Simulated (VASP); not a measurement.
# SnSe: relaxation of cell and atoms with PBE+D4

Crystal: SnSe.

```
Se Sn
1.0
    11.50000    0.00000    0.00000
     0.00000    4.15300    0.00000
     0.00000    0.00000    4.44500
Se Sn
4 4
Cartesian
  9.8359 1.0382 2.1425
  7.4141 3.1147 4.3650
  1.6641 3.1147 2.3025
  4.0859 1.0382 0.0800
  1.3593 1.0382 0.4601
  4.3907 3.1147 2.6826
  10.1407 3.1147 3.9849
  7.1093 1.0382 1.7624
```

The cell was built by a generator and needn't be a form met in nature.

| Item | Value |
| --- | --- |
| Program | VASP 6.6.1 |
| Task | relaxation of cell and atoms |
| Functional | PBE |
| Dispersion | D4 |
| Potentials or basis | VASP PAW PBE potentials, release 64 (Se, Sn_d) |
| Cutoff | 600 eV |
| k mesh | 3 × 8 × 8 |
| Occupations | gaussian, width 0.03 eV |
| Spin | no spin polarisation |
| Further INCAR settings | ALGO = Normal; EDIFF = 1e-06; IBRION = 2; EDIFFG = -0.02; NSW = 40; ISIF = 3 |

* Relaxed volume: 27.89 Å³/atom
* Relaxed cell: a = 11.743 Å, b = 4.199 Å, c = 4.525 Å, α = 90.00°, β = 90.00°, γ = 90.00°
* Space group after relaxing (to 0.05 Å): Pnma (No. 62)
* Energy gained by relaxing: 23.8 meV/atom
* Ionic steps: 35
* Pressure after relaxing: 0.1 GPa
* Largest force after relaxing: 0.012 eV/Å
* Band gap on the k mesh: 0.66 eV, indirect (least direct gap 0.91 eV)
* Dispersion energy per atom: -0.415 eV

Forces in eV/Å, atoms in the order of the input:
```
Se   0.003  0.000 -0.010
Se  -0.003  0.000 -0.010
Se  -0.003  0.000  0.010
Se   0.003  0.000  0.010
Sn   0.001  0.000  0.012
Sn  -0.001  0.000  0.012
Sn  -0.001  0.000 -0.012
Sn   0.001  0.000 -0.012
```

Step by step:
```
step  energy change (eV)  largest force (eV/Å)  pressure (GPa)  volume (Å³)
   1              0.0000                0.1090            0.68       212.29
   2             -0.0127                0.1858            0.57       215.77
   3             -0.0273                0.5737            1.44       219.67
   4             -0.0464                0.6978           -0.88       227.62
   5             -0.0457                0.7900            1.84       222.48
   6             -0.0574                0.8059            0.96       225.04
   7             -0.0575                0.7929            0.69       225.47
   8             -0.0592                0.7545            0.19       226.15
   9             -0.0592                0.7437            0.05       226.33
  10             -0.0617                0.7367            0.05       226.30
  11             -0.0691                0.7154            0.04       226.20
  12             -0.0833                0.6729            0.02       226.00
  13             -0.1088                0.5864            0.01       225.60
  14             -0.1488                0.4109            0.02       224.81
  15             -0.1811                0.0624            0.29       223.22
  16             -0.1828                0.0527           -0.10       223.84
  17             -0.1830                0.0490           -0.29       224.16
  18             -0.1844                0.0463           -0.24       224.02
  19             -0.1857                0.0459           -0.14       223.79
  20             -0.1853                0.0586            0.08       223.34
  21             -0.1860                0.0495           -0.04       223.62
  22             -0.1870                0.0422            0.05       223.44
  23             -0.1878                0.0371            0.19       223.19
  24             -0.1874                0.0490            0.45       222.69
  25             -0.1880                0.0378            0.27       223.02
  26             -0.1886                0.0368            0.11       223.29
  27             -0.1887                0.0361           -0.05       223.55
  28             -0.1887                0.0361           -0.03       223.51
  29             -0.1888                0.0333           -0.04       223.52
  30             -0.1892                0.0252           -0.07       223.53
  31             -0.1895                0.0171           -0.12       223.54
  32             -0.1897                0.0163           -0.04       223.39
  33             -0.1898                0.0171            0.08       223.15
  34             -0.1900                0.0161            0.09       223.14
  35             -0.1903                0.0125            0.07       223.11
```

Final structure:
```
CELL_PARAMETERS angstrom
11.74257 0.00000 0.00000
0.00000 4.19934 0.00000
0.00000 0.00000 4.52463
ATOMIC_POSITIONS crystal
Se 0.85674 0.25000 0.47968
Se 0.64326 0.75000 0.97968
Se 0.14326 0.75000 0.52032
Se 0.35674 0.25000 0.02032
Sn 0.12404 0.25000 0.10991
Sn 0.37596 0.75000 0.60991
Sn 0.87596 0.75000 0.89009
Sn 0.62404 0.25000 0.39009
```

Levels at points of the mesh, in eV from the valence-band top:
```csv
k point,band 36,band 37,band 38,band 39,band 40,band 41,band 42,band 43,band 44,band 45
"(0.00, 0.00, 0.00)",-1.82,-1.58,-1.19,-0.73,-0.51,0.82,2.82,2.91,2.97,3.25
"(0.00, 0.50, 0.00)",-1.66,-0.92,-0.92,-0.77,-0.77,1.07,1.07,1.23,1.23,1.86
"(0.00, 0.00, 0.50)",-1.45,-0.73,-0.73,-0.24,-0.24,1.24,1.24,1.61,1.61,1.89
"(0.00, 0.50, 0.50)",-3.08,-2.14,-2.14,-1.38,-1.38,2.68,2.68,3.07,3.07,4.70
```

Run time: 110 min on 1 thread of Intel(R) Xeon(R) 6975P-C (Granite Rapids), on a shared host, peak memory 0.71 GiB.

Caveat: spin-orbit coupling is left out, which moves the levels of the heavy elements; an odd mesh through Γ misses points on the zone boundary, where band edges often lie.
